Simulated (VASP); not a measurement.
## InP in VASP: convergence with k mesh

Crystal: InP.

```
In P
1.0
     0.00000    2.93050    2.93050
     2.93050    0.00000    2.93050
     2.93050    2.93050    0.00000
In P
1 1
Direct
  0.00000 0.00000 0.00000
  0.75000 0.75000 0.75000
```

* Program: VASP 6.6.1
* Task: single point
* Functional: PBE
* Potentials or basis: VASP PAW PBE potentials, release 64 (In_d, P)
* Cutoff: 520 eV
* k mesh: 2 × 2 × 2
* Occupations: gaussian, width 0.02 eV
* Spin: no spin polarisation

These are the settings of the first run; the series varies k mesh, with any setting tied to it.

Hardware: 1 thread of Intel(R) Xeon(R) 6975P-C (Granite Rapids), on a shared host.

```
      k mesh  energy less the tightest run, at zero smearing (meV/atom)  pressure (GPa)  gap on the mesh (eV)  SCF cycles  CPU time (s)  peak memory (GiB)
   2 × 2 × 2                                                     910.95            7.35                 0.609          15           2.8               0.16
   3 × 3 × 3                                                     199.64            4.20                 0.678          14           2.9               0.17
   4 × 4 × 4                                                      55.39            3.46                 0.699          16           4.2               0.17
   5 × 5 × 5                                                      17.79            3.34                 0.708          15           4.4               0.17
   6 × 6 × 6                                                       6.40            3.31                 0.710          17           6.4               0.17
   7 × 7 × 7                                                       2.50            3.34                 0.711          17           7.6               0.17
   9 × 9 × 9                                                       0.46            3.29                 0.712          15            11               0.18
11 × 11 × 11                                                       0.08            3.33                 0.712          15            15               0.19
13 × 13 × 13                                                       0.00            3.42                 0.713          15            22               0.21
```

Against the tightest run, the energy stays within 1 meV/atom from 9 × 9 × 9 on; the pressure stays within 0.1 GPa from 11 × 11 × 11 on; the gap on the mesh stays within 0.01 eV from 5 × 5 × 5 on. Meshes of other sizes hit other points, so gaps and Fermi surfaces needn't settle smoothly. The tightest run that finished is the yardstick and may itself not be fully converged.

Caveat, for the tightest run too: spin-orbit coupling is left out, which moves the levels of the heavy elements.
